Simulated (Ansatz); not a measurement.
Runs of Ansatz 0.2.0 on Ca. The structure is cubic, space group Fm-3m (No. 225). The conventional cell has a = 5.588 Å, b = 5.588 Å, c = 5.588 Å, α = 90.00°, β = 90.00°, γ = 90.00°. Ca (site symmetry m-3m) is surrounded by 12 Ca at 3.95 Å. 

```csv
task,level,potentials or basis,cell,k mesh,cutoff (eV),smearing,gap on the mesh (eV),pressure (GPa)
Wannier functions,BLYP+D4,Ansatz PAW polarizable,as given,8 × 8 × 8,420,fermi-dirac 0.1 eV,none,-
atomic charges,CAM-B3LYP,JTH PAW,as given,6 × 6 × 6,870,fermi-dirac 0.05 eV,none,(a)
single point,PBE,Ansatz PAW,as given,8 × 8 × 8,420,fermi-dirac 0.05 eV,none,-0.6
single point,PBE,Ansatz PAW,cell strained at random at fixed volume,8 × 8 × 8,420,fermi-dirac 0.05 eV,none,-0.5
```

Alike in all rows: no spin polarisation.

Question: Fill in the values left out.

Answer: (a) -0.9.

Caveats: pairwise dispersion overbinds metals, which lowers pressure and volume (some runs); the PAW data sets come from PBE, with cores solved anew for the run's functional, which leaves a small shift of forces and pressure (some runs); the thresholds are loose for stress (some runs).

A gap of «none» marks a metal or a gap under the smearing width.
